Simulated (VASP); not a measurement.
A run of VASP 6.6.1:

The input INCAR:

```
PREC     = Accurate       # precision mode
ENCUT    = 600            # plane-wave cutoff, eV
EDIFF    = 1E-6           # SCF threshold, eV
ISMEAR   = -1             # smearing method
SIGMA    = 0.05           # smearing width, eV
LREAL    = False          # projectors in reciprocal space
LASPH    = True           # aspherical terms in the spheres
NELM     = 80             # most SCF steps
ALGO     = Normal         # electronic algorithm
ISIF     = 3              # what is computed and relaxed
LWAVE    = False          # write WAVECAR
LCHARG   = False          # write CHGCAR
GGA      = OR             # functional
LUSE_VDW = True         
AGGAC    = 0.0          
IBRION   = 2              # ionic algorithm
NSW      = 60             # ionic steps
EDIFFG   = -0.01          # ionic threshold
```

Contents of KPOINTS:

```
regular mesh
0
Gamma
  8 8 8
```

The input POSCAR:

```
HgSe
1.0
    0.0000000000      3.0390000000      3.0390000000
    3.0390000000      0.0000000000      3.0390000000
    3.0390000000      3.0390000000      0.0000000000
Hg Se
1 1
Direct
    0.0000000000      0.0000000000      0.0000000000
    0.7500000000      0.7500000000      0.7500000000
```

Potentials or basis: VASP PAW PBE potentials, release 64 (Hg, Se).

Run with:

```bash
$ cat potpaw_PBE.64/Hg/POTCAR potpaw_PBE.64/Se/POTCAR > POTCAR
$ mpirun -np 1 vasp_std > vasp.out
```

Hardware: 1 thread of Intel(R) Xeon(R) Platinum 8259CL CPU @ 2.50GHz (Skylake/Cascade Lake), with other jobs on the host.

Question: How long does it take, and how much memory?

Answer: Wall time 4.8 min on 1 thread of Intel(R) Xeon(R) Platinum 8259CL CPU @ 2.50GHz (Skylake/Cascade Lake), on a shared host, peak memory 0.47 GiB. Counts: scf iterations 29, k points 29, ion steps 3.
